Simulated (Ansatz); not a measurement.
# CdS: do energies and stresses tell the same story?

All numbers below come from DFT PBE, scalar-relativistic, plane waves, PAW (Ansatz 0.2.0).

Plane waves to 420 eV, a k mesh through Γ of 6×6×4 on the computed 4-atom cell and Gaussian smearing (0.02 eV); no spin polarisation.

Relaxed cell: P6_3mc, a = 4.197 Å, b = 4.197 Å, c = 6.828 Å, α = 90.00°, β = 90.00°, γ = 120.00°, 4 atoms in the primitive cell.

Energies at zero smearing and pressures from the stress tensor, at volumes with shape and atoms relaxed:
```csv
V (Å³/atom),E − E(first) (meV/atom),P (GPa)
24.477,0.00,3.79
25.258,-13.33,1.73
26.039,-17.43,0.00
26.820,-13.73,-1.47
27.602,-3.42,-2.72
```

**Question.** Check P = −dE/dV between neighbouring volumes, and get the bulk modulus from the pressures alone.

**Answer.** With 1 eV/Å³ = 160.2 GPa:
```csv
middle V (Å³/atom),−ΔE/ΔV (GPa),mean P (GPa)
24.867,2.734,2.763
25.649,0.841,0.866
26.430,-0.758,-0.739
27.211,-2.115,-2.097
```

The two differ by 0.03 GPa at most. The mean of two end pressures misses the average over a step by about ΔV² P″/12, up to 0.03 GPa here; with that taken off 0.00 GPa remains. Around V = 26.039 Å³/atom, the two neighbours give B = −V ΔP/ΔV = 26.039 × 3.21 / 1.562 = 53.5 GPa, against B0 = 53.2 GPa from the Birch–Murnaghan fit of the energies.